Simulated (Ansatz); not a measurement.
Relaxed bulk GaN:

```yaml
crystal:
  lattice:
    - [3.18258, 0.00000, 0.00000]
    - [-1.59129, 2.75619, 0.00000]
    - [0.00000, 0.00000, 5.18543]
  atoms:
    - { symbol: Ga, position: [0.33333, 0.66667, 0.99919] }
    - { symbol: Ga, position: [0.66667, 0.33333, 0.49919] }
    - { symbol: N, position: [0.33333, 0.66667, 0.37581] }
    - { symbol: N, position: [0.66667, 0.33333, 0.87581] }
```

Miller indices refer to the conventional cell of P6_3mc (No. 186), a = 3.183 Å, b = 3.183 Å, c = 5.185 Å, α = 90.00°, β = 90.00°, γ = 120.00°. The bulk's gap is 1.88 eV.

The (001) slab of 12 planes, 13.6 Å thick with 15 Å of vacuum as cut; outer planes Ga (top) and N (bottom).

Theory: DFT PBEsol, scalar-relativistic, plane waves, PAW (Ansatz). Plane waves to 420 eV, a k mesh through Γ of 9×9×1 on the computed 12-atom cell and Gaussian smearing (0.05 eV); no spin polarisation. The cell repeats along c with a dipole correction in the vacuum.

This cut of an insulator is polar or leaves open shells, so the slab is metallic here; real surfaces compensate by reconstruction or adsorbates.

With the atoms at the bulk's places:

For the slab as cut, the surface energy (mean of both faces) is 3.38 J/m². The gap of the slab on the mesh is none (metal or semimetal) and the work function is 4.32 eV (top), 7.57 eV (bottom). The dipole of the slab along +c, per cell is 0.16 e·Å.

Q: What changes when all atoms relax within this surface cell and its symmetry?

A: The energy falls by 0.279 J/m² a face, and the largest move is 0.23 Å.

```yaml
Surface_energy_mean_of_both_faces: 3.10 J/m²
Gap_of_the_slab_on_the_mesh: none (metal or semimetal)
Work_function: 4.06 eV (top), 6.44 eV (bottom)
Dipole_of_the_slab_along_+c_per_cell: 0.12 e·Å
```

```csv
plane (bottom to top),atoms,"spacing to next, bulk (Å)",relaxed (Å),change (%)
1,N,0.640,0.341,-46.7
2,Ga,1.953,2.077,+6.3
3,N,0.640,0.532,-16.9
4,Ga,1.953,2.019,+3.4
5,N,0.640,0.570,-10.8
6,Ga,1.953,2.011,+3.0
7,N,0.640,0.573,-10.4
8,Ga,1.953,2.010,+2.9
9,N,0.640,0.576,-10.0
10,Ga,1.953,2.034,+4.1
11,N,0.640,0.591,-7.7
12,Ga,,,
```

Spin polarisation was left out, and a magnetic state may lie lower.